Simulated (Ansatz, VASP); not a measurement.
# One calculation of Gd, two programs

```
CELL_PARAMETERS angstrom
-2.02500 2.02500 2.02500
2.02500 -2.02500 2.02500
2.02500 2.02500 -2.02500
ATOMIC_POSITIONS crystal
Gd 0.00000 0.00000 0.00000
```

Alike in both runs: task single point; functional PBE; k mesh 10 × 10 × 10; occupations fermi-dirac, width 0.1 eV; collinear spin.

|  | VASP | Ansatz |
| --- | --- | --- |
| version | VASP 6.6.1 | Ansatz 0.2.0 |
| potentials or method | VASP PAW PBE potentials, release 64 (Gd), cutoff 520 eV | all-electron PAW with datasets made for the crystal, scalar-relativistic |

|  | VASP | Ansatz | Ansatz less VASP |
| --- | --- | --- | --- |
| net moment per atom (μB) | 7.60 | 7.59 | -0.010 |
| size of the moment on the site where the two differ most (μB) | 6.98 | 7.31 | +0.325 |

Site moments also hang on the region over which each program counts them. Ansatz ran all-electron here, so the differences hold the error of VASP's frozen core and of both bases. Ansatz warned: «anisotropy_in_doubt».

 The state reached can hang on the start; a lower one may exist.
